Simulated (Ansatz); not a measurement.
Crystal: CoO.

```xyz
2
Lattice="2.8563 0.0000 0.0000 -1.4281 2.4736 0.0000 0.0000 0.0000 2.7876" Properties=species:S:1:pos:R:3 pbc="T T T"
Co    0.0000    0.0000    0.0000
O     1.4281    0.8245    1.3938
```

Measurements of this composition are mostly on another form, of space group No. 225.

Base run:

| Item | Value |
| --- | --- |
| Program | Ansatz 0.2.0 |
| Functional | LDA |
| Potentials or basis | Ansatz PAW |
| Cutoff | 420 eV (not typed: the program's choice for these potentials) |
| k mesh | 8 × 8 × 7 |
| Occupations | gaussian, width 0.05 eV |
| Spin | collinear spin, program default start |
| Hubbard terms | Co d U = 6 eV |

Its results: band gap on the k mesh 0.83 eV, direct; pressure -8.1 GPa; net moment 3.00 μB per cell; site moments Co +2.61; O +0.21 μB; largest force 0.298 eV/Å.

Question: The run is repeated on the same cell with these changes: functional from LDA to PBE; hubbard terms from Co d U = 6 eV to Co d U = 4 eV. What comes out?

Answer: Band gap on the k mesh 0.73 eV, direct; pressure 5.3 GPa; net moment 3.00 μB per cell; site moments Co +2.60; O +0.23 μB; largest force 0.301 eV/Å.

Several settings changed at once, so the effect can't be laid on one alone.

Caveats: the magnetic or orbital state may not be the lowest; odd divisions of the mesh miss points on the zone boundary, where band edges often lie, so the gap on the mesh can be too wide; a cell with one magnetic atom can't hold antiferromagnetic order, which such compounds often take; the PAW data sets come from PBE, with cores solved anew for the run's functional, which leaves a small shift of forces and pressure (some runs).

A k mesh can miss the band edges.
